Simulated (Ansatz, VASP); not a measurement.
# CuI in two plane-wave programs, part 2 of 2

Aim: how closely do two programs agree when they are given the same cell, functional and k mesh? The cell is taken from a series of VASP runs on this material, whose earlier steps may have relaxed, scaled or displaced it; both programs get it as it stands.

VASP 6.6.1 and Ansatz 0.2.0.

So far. Step 2 (VASP: band structure, LDA): The run ends at a pressure of -4.01 GPa.

## 3. Ansatz: band structure, LDA

Level of this step: Ansatz beside VASP: Kohn-Sham DFT, plane waves, LDA (Ansatz).

Ansatz runs on its default PAW (the set named soft_2) files.

The same cell, functional (in two slightly different forms), mesh and smearing now go to Ansatz, which takes its cutoff from its data sets.

input.yaml

```yaml
crystal:
  lattice:
    - [0.0, 3.0163425, 3.0163425]
    - [3.0163425, 0.0, 3.0163425]
    - [3.0163425, 3.0163425, 0.0]
  atoms:
    - { symbol: Cu, position: [0.75, 0.75, 0.75], spin: 1.0 }
    - { symbol: I, position: [0.0, 0.0, 0.0] }
hamiltonian:
  xc: lda
  pseudopotentials: { kind: paw }
magnetization:
  spin_polarized: true
kpoints:
  mp_grid: { grid: [8, 8, 8] }
  band_path:
    path:
      - [0.0, 0.0, 0.0]
      - [0.16667, 0.0, 0.16667]
      - [0.33333, 0.0, 0.33333]
      - [0.5, 0.0, 0.5]
      - [0.5, 0.08333, 0.58333]
      - [0.5, 0.18333, 0.68333]
      - [0.5, 0.25, 0.75]
      - [0.45, 0.3, 0.75]
      - [0.40833, 0.34167, 0.75]
      - [0.35, 0.35, 0.7]
      - [0.225, 0.225, 0.45]
      - [0.075, 0.075, 0.15]
      - [0.03333, 0.03333, 0.03333]
      - [0.23333, 0.23333, 0.23333]
      - [0.4, 0.4, 0.4]
      - [0.51667, 0.46667, 0.51667]
      - [0.55833, 0.38333, 0.55833]
      - [0.60833, 0.28333, 0.60833]
      - [0.60833, 0.25, 0.64167]
      - [0.55833, 0.25, 0.69167]
      - [0.51667, 0.25, 0.73333]
      - [0.5, 0.3, 0.7]
      - [0.5, 0.38333, 0.61667]
      - [0.5, 0.48333, 0.51667]
      - [0.475, 0.475, 0.55]
      - [0.425, 0.425, 0.65]
      - [0.38333, 0.38333, 0.73333]
      - [0.59167, 0.18333, 0.59167]
      - [0.55, 0.1, 0.55]
      - [0.5, 0.0, 0.5]
    npoints: 1
scf:
  occupations: { method: gaussian, width: 0.02 }
  n_extra_bands: 9
output:
  forces: true
  stress: true
  eigenvalues: true
  write_density: true
  write_potential: true
  elf: true
  volumetric_format: npy
```

On the command line:

```sh
$ ansatz run input.yaml --threads 2 --pin off --max-ram 4608MiB --backend cpu --events-out ev --progress --plain --runs-dir out
```

Numbers of over 12 decimals in the logs are rounded to 6 here.

The log of the run:

```text
scf.n_extra_bands = 9 over 18 filled bands (N_el = 36.0): the run solves 27 bands
Engine: ansatz 0.2.0, aarch64-unknown-linux-gnu
Pseudopotentials: kind: paw
Pseudopotential: Cu, paw, valence charge 19, recommended cutoff 420 eV (normal), Cu.paw.azcp
Pseudopotential: I, paw, valence charge 17, recommended cutoff 420 eV (normal), I.paw.azcp
Functional definition: SPW92
  exchange = slater_x
  correlation = pw_c
Crystal: 2 atoms, lattice volume = 54.887 Å³
Basis set: ecut = 420 eV, 1067 PW (Γ)
Bands: 27, of which v1, the nominal top of the filled ones, is band 18 counted from 1 (17 counted from 0)
Symmetry: 24 space group operations
Space group: F-43m (ITA 216), of the structure as read, at distance tolerance 3.8e-5 Å
Magnetic group: BNS 216.74 (UNI 1576), of the structure as read, at distance tolerance 3.8e-5 Å
k-points: 29 of 512 (time reversal used)
Non-local potential: Cu, projectors of the file, l = 0: 3, l = 1: 2, l = 2: 3, l = 3: 1
Non-local potential: I, projectors of the file, l = 0: 2, l = 1: 2, l = 2: 2, l = 3: 2
PAW form: soft (Blöchl's): semilocal exchange-correlation on the pseudo side does not see the compensation charge
PAW frozen core: Cu, regenerated for the run's functional, and the local potential with it (the file was generated under x = pbe(κ = 0.804, μ = 0.219515), c = pbe(β = 0.066725))
PAW frozen core: I, regenerated for the run's functional, and the local potential with it (the file was generated under x = pbe(κ = 0.804, μ = 0.219515), c = pbe(β = 0.066725))
PAW one-centre angular grid: Cu, 590 points (default); XC on 64 Gauss nodes
PAW one-centre angular grid: I, 590 points (default); XC on 64 Gauss nodes
Initial density: superposition of atomic densities (chi_scale 0.1, normalization cell, long waves kept (reshape's long-wave potential 0.00 eV rms))
Starting moments: Σ|m| = 1 μB on 1 of 2 sites
Initial wavefunctions: pseudopotential atomic-orbital guess
Functional: x = slater, c = lda
SCF iter   1: F=—  HF=-13912.444396 eV  |F-HF|=—  |Δ(HF+E_count)|=         —  Δρ=9.43e-2 (↑3.55e-2 ↓9.43e-2)  dr2=3.13e0  dr2_m=1.95e0  M=0.000 μB ∫|m|=0.112 μB  β_m=0.30  ethr=3.10e-3  ⟨swp⟩=5.7  Hψ=7480  notcnv=0
preconditioner: auto → none  [insulator: Δε(μ)=1.146 eV  Ē_g=13.527 eV  σ=0.020 eV  W_gap=1.00  n_scr=14 (ndim 8)  ℏωp=21.3 eV  f_vac=0.143  D(μ)=0.00/eV (n_scr^D=0)  ε∞_Penn≈3.5]
SCF iter   2: F=—  HF=-13911.736364 eV  |F-HF|=—  |Δ(HF+E_count)|=   7.08e-1  Δρ=6.13e-2 (↑6.13e-2 ↓2.69e-2)  dr2=4.49e-1  dr2_m=9.27e-1  M=0.000 μB ∫|m|=0.131 μB  β_m=0.30  ethr=3.10e-3  ⟨swp⟩=3.8  Hψ=3519  notcnv=0  defer=236
SCF iter   3: F=—  HF=-13911.677387 eV  |F-HF|=—  |Δ(HF+E_count)|=   5.90e-2  Δρ=3.59e-2 (↑2.88e-2 ↓3.59e-2)  dr2=9.58e-2  dr2_m=5.17e-1  M=0.000 μB ∫|m|=0.085 μB  β_m=0.30  ethr=1.25e-3  ⟨swp⟩=2.0  Hψ=2700  notcnv=0  defer=236
SCF iter   4: F=—  HF=-13911.695724 eV  |F-HF|=—  |Δ(HF+E_count)|=   1.83e-2  Δρ=2.63e-2 (↑2.63e-2 ↓2.01e-2)  dr2=1.50e-2  dr2_m=2.69e-1  M=0.000 μB ∫|m|=0.069 μB  β_m=0.30  ethr=2.66e-4  ⟨swp⟩=3.0  Hψ=2415  notcnv=0  defer=236
SCF iter   5: F=—  HF=-13911.721179 eV  |F-HF|=—  |Δ(HF+E_count)|=   2.55e-2  Δρ=1.73e-2 (↑1.73e-2 ↓1.66e-2)  dr2=2.87e-4  dr2_m=1.45e-1  M=0.000 μB ∫|m|=0.052 μB  β_m=0.30  ethr=4.18e-5  ⟨swp⟩=2.2  Hψ=2844  notcnv=0  defer=235
SCF iter   6: F=—  HF=-13911.730039 eV  |F-HF|=—  |Δ(HF+E_count)|=   8.86e-3  Δρ=1.37e-2 (↑1.37e-2 ↓1.12e-2)  dr2=2.36e-3  dr2_m=7.77e-2  M=0.000 μB ∫|m|=0.040 μB  β_m=0.30  ethr=7.96e-7  ⟨swp⟩=2.4  Hψ=2576  notcnv=0  defer=235
SCF iter   7: F=—  HF=-13911.734093 eV  |F-HF|=—  |Δ(HF+E_count)|=   4.05e-3  Δρ=9.38e-3 (↑9.38e-3 ↓8.91e-3)  dr2=7.22e-5  dr2_m=4.21e-2  M=0.000 μB ∫|m|=0.030 μB  β_m=0.30  ethr=7.96e-7  ⟨swp⟩=2.5  Hψ=2537  notcnv=0  defer=235
Mixer restart at iter 7: flushing history
spin-set hold released at iteration 7 (site moments contracting): the magnetisation degrees of freedom join the quasi-Newton model from the next iteration; the mixer history was flushed
SCF iter   8: F=—  HF=-13911.736254 eV  |F-HF|=—  |Δ(HF+E_count)|=   2.16e-3  Δρ=6.78e-3 (↑6.78e-3 ↓6.68e-3)  dr2=5.44e-6  dr2_m=2.28e-2  M=0.000 μB ∫|m|=0.023 μB  β_m=0.65  ethr=2.01e-7  ⟨swp⟩=2.0  Hψ=2049  notcnv=0  defer=235
SCF iter   9: F=—  HF=-13911.739231 eV  |F-HF|=—  |Δ(HF+E_count)|=   2.98e-3  Δρ=1.13e-3 (↑1.13e-3 ↓1.01e-3)  dr2=1.61e-3  dr2_m=5.32e-6  M=0.000 μB ∫|m|=0.002 μB  β_m=0.45  ethr=1.51e-8  ⟨swp⟩=3.1  Hψ=3105  notcnv=0  defer=235
SCF iter  10: F=—  HF=-13911.738847 eV  |F-HF|=—  |Δ(HF+E_count)|=   3.84e-4  Δρ=1.74e-4 (↑1.39e-4 ↓1.74e-4)  dr2=1.93e-5  dr2_m=5.40e-6  M=0.000 μB ∫|m|=0.002 μB  β_m=0.57  ethr=1.51e-8  ⟨swp⟩=3.6  Hψ=3219  notcnv=0  defer=235
SCF iter  11: F=—  HF=-13911.738853 eV  |F-HF|=—  |Δ(HF+E_count)|=   6.14e-6  Δρ=6.87e-5 (↑4.93e-5 ↓6.87e-5)  dr2=1.00e-6  dr2_m=1.42e-6  M=0.000 μB ∫|m|=0.001 μB  β_m=0.79  ethr=1.51e-8  ⟨swp⟩=2.0  Hψ=2142  notcnv=0  defer=235
SCF iter  12: F=—  HF=-13911.738856 eV  |F-HF|=—  |Δ(HF+E_count)|=   3.11e-6  Δρ=5.25e-6 (↑4.92e-6 ↓5.25e-6)  dr2=1.37e-8  dr2_m=1.04e-8  M=0.000 μB ∫|m|=0.000 μB  β_m=0.84  ethr=2.78e-10  ⟨swp⟩=13.4  Hψ=12538  notcnv=0
SCF iter  13: F=—  HF=-13911.738856 eV  |F-HF|=—  |Δ(HF+E_count)|=   1.37e-8  Δρ=1.78e-6 (↑1.78e-6 ↓7.46e-7)  dr2=4.16e-9  dr2_m=4.52e-10  M=0.000 μB ∫|m|=0.000 μB  β_m=0.73  ethr=3.80e-11  ⟨swp⟩=7.5  Hψ=7362  notcnv=0
SCF iter  14: F=—  HF=-13911.738856 eV  |F-HF|=—  |Δ(HF+E_count)|=   1.42e-9  Δρ=5.26e-7 (↑2.97e-7 ↓5.26e-7)  dr2=8.84e-11  dr2_m=6.18e-11  M=0.000 μB ∫|m|=0.000 μB  β_m=0.77  ethr=1.16e-11  ⟨swp⟩=6.8  Hψ=6726  notcnv=0
SCF iter  15: F=-13911.738856 eV  HF=-13911.738856 eV  |F-HF|=0.00e0  |Δ(HF+E_count)|=  5.09e-11  Δρ=6.72e-8 (↑4.00e-8 ↓6.72e-8)  dr2=7.06e-13  dr2_m=1.28e-12  M=0.000 μB ∫|m|=0.000 μB  ethr=1.00e-12  ⟨swp⟩=5.6  Hψ=5757  notcnv=0
SCF 1 converged in 15 iterations: F = -13911.738856 eV  dr2 = 7.06e-13
  greatest PAW one-centre occupation: 1.000 electrons in one spin orbital (limit 2), on the Cu atom at site 0 (counted from 0), in its partial waves of l = 0
WARN: the starting moments were not kept: the SCF closed with an absolute magnetisation of 9.4e-7 μB, where they sum to 1 μB in size (1 site). That is at most 0.1 of that sum. Measured as dr2_m measures the in/out step, that magnetisation stands 2.1e-13 eV from none, at or under the dr2_threshold of 1.0e-7 eV: it is no larger than a step whose dr2_m would equal this threshold. The system may hold no moment; this SCF  [...]
NSCF: frozen V_eff on 30 k-points
SCF converged after 15 iterations
Magnetization: 0.0000 μB (18.0000 up, 18.0000 down)
Absolute magnetization: 0.0000 μB (∫|ρ↑−ρ↓|, with the PAW one-centre terms)
Spin contamination: 0.0000 ħ² per cell (⟨S²⟩ above its minimum at these occupations)
Per-site moments (μB) at R_I (Å): [(3.465500685354507e-8, 1.077545), (1.983359569071251e-7, 1.077545)]
Free energy (F): -13911.738856 eV
Harris-Foulkes:  -13911.738856 eV  (|F-HF|=0.00e0)
Internal energy: -13911.738856 eV  (E = F + TS)
E sigma→0 (E₀):  -13911.738856 eV
Fermi energy:    8.481863 eV
--- Per-component energies (eV) ---
  E_band       = -870.527571
  E_kinetic    = 491.007963
  E_local      = -7594.740484  (includes V_loc(G=0)·N_el)
  E_nonlocal   = 322.046972
  E_hartree    = 3523.394005
  E_xc         = -214.222147
  E_vxc        = -241.420943  (∫ρ·V_xc dr)
  E_paw        = -6265.449794  (= ΣΔE_a)
  E_vpaw       = -894.209235  (= ΣTr[D̂ρ^β])
  E_aug_tail   = 0.000238  (compensation charges beyond the density's cutoff)
  E_ewald      = -4175.006485
  E_core_change = 1.230875  (= ΣΔE_core)
  E_smearing   = -0.000000  (= −TS)
  E_closure    = -0.000000  (closes the sum)
  Σ components = -13911.738856   (vs F -13911.738856, Δ=0.00e0)
--- Forces (eV/Å), atoms counted from 1 ---
  atom   1  Cu     0.00000000    -0.00000000    -0.00000000
  atom   2  I     -0.00000000     0.00000000     0.00000000
  max |Σ_I F_I| component: 1.85e-17 eV/Å
--- Stress (GPa, compression-positive) ---
       -3.915571      -0.000000      -0.000000
       -0.000000      -3.915571       0.000000
       -0.000000       0.000000      -3.915571
  P = ⅓ Tr σ = -3.9156 GPa (-39.156 kbar)
--- Band table (eV; the first three rows and the last of 58) ---
  k-point 0 ↑: bands = [... 14 lower, 6.0227, 7.9934, 7.9934, 7.9934, 8.9699, 12.8510, 12.8510, 12.8510, ... 5 higher]
  k-point 1 ↑: bands = [... 14 lower, 6.0163, 7.3145, 7.8709, 7.8709, 9.7091, 12.7287, 13.0740, 13.0740, ... 5 higher]
  k-point 2 ↑: bands = [... 14 lower, 6.0130, 6.6267, 7.6022, 7.6022, 10.1558, 13.4001, 13.4160, 13.4160, ... 5 higher]
  k-point 28 ↓: bands = [... 14 lower, 5.9703, 6.1066, 6.2816, 6.6442, 12.5045, 12.5795, 13.9492, 14.2952, ... 5 higher]
```

The job ended after 11 s (2 threads of Arm Neoverse V2, shared host; peak memory 0.36 GiB).

## 4. Comparison

Known differences besides the potentials themselves: the two LDA forms differ slightly; the data sets hold 36 valence electrons in Ansatz (default PAW (the set named soft_2) files) and 18 in VASP; the cutoff is 420 eV in Ansatz and 400 eV in VASP; VASP's log shows a relativistic correction to its local exchange, Ansatz's none. Total energies have different zeros and are not compared.

Both answers:

| quantity | Ansatz | VASP | difference |
| --- | --- | --- | --- |
| pressure (GPa) | -3.92 | -4.01 | +0.10 |

Ansatz's pressure holds a Pulay correction of 0.05 GPa; VASP's holds none.

## 5. Other set-ups

Further runs change the set-up of one program: Ansatz's method, potentials or start, or VASP's data sets, cutoff or form of LDA. The table gives Ansatz less VASP for each quantity, since a change that brings one quantity closer may part another.

| run | pressure (GPa) |
| --- | --- |
| as above | 0.098 |
| Ansatz's all-electron LAPW method | 0.10 |

## 6. What came out

```json
{
  "difference in pressure (band structure, LDA)": "0.098 GPa"
}
```

The difference in pressure is 0.098 GPa (band structure, LDA), within the 1 GPa picked in this series as the mark of a large difference. For band structure, LDA, no further run moves any of the tabulated differences by more than a quarter of its size. 1 further run of this series is not shown here. How closely two codes agree says nothing of how well the functional describes the real material.

[Lines on the potential files, build, host, timing and source positions are cut from VASP's logs without a mark.]

[Logs are printed without paths, hosts, clocks, repeated set-up lines and the standing remarks that a program may print on its own settings, such as how far it seeks lower states.]

[Hosts, paths, dates, database ids (printed as entryN), source tags and the programs' standing remarks are cut or masked in the printed files.]
